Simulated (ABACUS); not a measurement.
I under changes of volume

One of the cells (42.631 Å³/atom); the others are scaled copies at fixed shape and fractional positions:

```
CELL_PARAMETERS angstrom
3.63503 -2.39502 0.00000
3.63503 2.39502 0.00000
0.00000 0.00000 9.79344
ATOMIC_POSITIONS crystal
I 0.64930 0.35070 0.38440
I 0.14930 0.85070 0.11560
I 0.35070 0.64930 0.61560
I 0.85070 0.14930 0.88440
```

```yaml
Program: ABACUS 3.10.1
Functional: PBEsol
Potentials_or_basis: PseudoDojo NC SR 0.4.1 PBEsol standard
Cutoff: 966 eV
Density_cutoff: 3864 eV
Basis: plane waves
k_mesh: 7 × 7 × 3
Occupations: fermi-dirac, width 0.05 eV
Spin: no spin polarisation
```

```tsv
volume (Å³/atom)	energy over the lowest point (meV/atom)	pressure (GPa)	gap on the mesh (eV)	largest force (eV/Å)
40.073	16.36	2.0	1.37	1.437
40.926	7.60	1.3	1.33	1.217
41.778	2.28	0.7	1.29	1.013
42.631	0.00	0.2	1.25	0.826
43.483	?	?	?	?
44.336	3.21	-0.7	1.16	0.495
45.189	8.11	-1.1	1.12	0.353
```

Problem. What does the run at 43.483 Å³/atom give?

Solution. Energy over the lowest point 0.41 meV/atom; pressure -0.3 GPa; gap on the mesh 1.20 eV; largest force 0.653 eV/Å.

Worked out: A Birch-Murnaghan fit of order 3 (a polynomial in V^(-2/3)) to the other rows has its minimum at 42.91 Å³/atom with B0 = V·E''(V) = 24 GPa and B' = 5.2 at fixed shape and positions, which overstates the stiffness. It gives 0.41 meV/atom at 43.483 Å³/atom, against the run's 0.41, and -dE/dV = -0.3 GPa, against -0.3. A straight line through the other rows of the gap, of slope -2.1 eV per unit of ln V, gives 1.20 eV, against the run's 1.20.

Energies are extrapolated to zero smearing.

Caveats: spin-orbit coupling is left out, which moves the levels of the heavy elements; an odd mesh through Γ misses points on the zone boundary, where band edges often lie; forces of over 1 eV/Å show positions far from the minimum, so gaps and moduli don't describe the material at rest (some runs).
